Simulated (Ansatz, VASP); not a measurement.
## One calculation of As, two programs

```
As
1.0
     3.21866    0.00000    0.00000
    -1.60933    2.78744    0.00000
     0.00000    0.00000    4.90407
As
2
Direct
  0.33333 0.66667 0.25000
  0.66667 0.33333 0.75000
```

Alike in both runs: task single point; functional RPBE; k mesh 13 × 13 × 8; occupations fermi-dirac, width 0.1 eV; no spin polarisation.

|  | VASP | Ansatz |
| --- | --- | --- |
| version | VASP 6.6.1 | Ansatz 0.2.0 |
| potentials or method | VASP PAW PBE potentials, release 64 (As) | plane waves (420 eV) with PAW, scalar-relativistic |
| plane-wave cutoff (eV) | 520 | 420 |
| valence electrons in the cell | 10 | 30 |

```csv
,VASP,Ansatz,Ansatz less VASP
pressure (GPa),-6.4,-6.4,+0.04
largest component of the traceless stress (GPa),0.10,0.10,+0.001
```

The functional is the same, so the differences come from potentials, cutoffs and numerics. The two sets of potentials don't hold the same shells in valence.

Caveats: the PAW data sets were made with another functional, which shifts forces and pressure a little (VASP).
